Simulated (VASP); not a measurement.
A calculation with VASP 6.6.1 of Hf (native input, structure from a POSCAR):

Contents of INCAR:

```
SYSTEM = Hf
ALGO = Normal
EDIFF = 1E-7
ENCUT = 500
GGA = PE
ISIF = 2
ISMEAR = 0
LASPH = .TRUE.
LCHARG = .TRUE.
LELF = .TRUE.
LREAL = .FALSE.
LVHAR = .TRUE.
LWAVE = .FALSE.
NBANDS = 11
NELM = 80
PREC = Accurate
SIGMA = 0.1
```

KPOINTS

```
k-points
0
G
  10 10 5
  0 0 0
```

File POSCAR:

```
Hf
1.0
    3.1967000000      0.0000000000      0.0000000000
   -1.5983500000      2.7684234083      0.0000000000
    0.0000000000      0.0000000000      5.0578000000
Hf
2
Direct
    0.6666666667      0.3333333333      0.7500000000
    0.3333333333      0.6666666667      0.2500000000
```

Potentials or basis: VASP PAW PBE potentials, release 64 (Hf).

The run is started by

```bash
$ cat potpaw_PBE.64/Hf/POTCAR > POTCAR
$ mpirun -np 1 vasp_std > vasp.out
```

Problem. Write the same calculation in another form: ASE script, structure by space group and Wyckoff sites.

Solution. As run:

Contents of run.py:

```python
from ase.calculators.vasp import Vasp
from ase.dft.bandgap import bandgap
from ase.spacegroup import crystal

atoms = crystal(
    ['Hf'],
    basis=[[0.6666666667, 0.3333333333, 0.75]],
    spacegroup=194,
    setting=1,
    cellpar=[3.1967, 3.1967, 5.0578, 90.0, 90.0, 120.0],
    primitive_cell=True,
)
calc = Vasp(
    directory='calc',
    xc='pbe',
    pp='PBE',
    setups='minimal',
    prec='Accurate',
    encut=500,
    ediff=1e-06,
    ismear=0,
    sigma=0.1,
    lreal=False,
    lasph=True,
    nelm=60,
    algo='Normal',
    isif=2,
    lwave=False,
    lcharg=True,
    lelf=True,
    lvhar=True,
    kpts=[10, 10, 5],
    gamma=True,
)
atoms.calc = calc

print('energy (eV):', atoms.get_potential_energy())
print('free energy (eV):', atoms.get_potential_energy(force_consistent=True))
print('forces (eV/A):')
print(atoms.get_forces())
print('stress (eV/A^3, Voigt):', atoms.get_stress())
print('Fermi level (eV):', calc.get_fermi_level())
gap, top, bottom = bandgap(calc)
print('band gap (eV):', gap, 'from (spin, k, band)', top, 'to', bottom)
```

Potentials or basis: VASP PAW PBE potentials, release 64 (Hf).

Command:

```sh
$ python run.py
```

Both were run:

|  | native input, structure from a POSCAR | ASE script, structure by space group and Wyckoff sites |
| --- | --- | --- |
| Pressure | -0.7 GPa | -0.7 GPa |
| Band gap on the k mesh | none (metal or under the smearing width) | none (metal or under the smearing width) |

Keys that steer only the numerical path or the files written may differ.
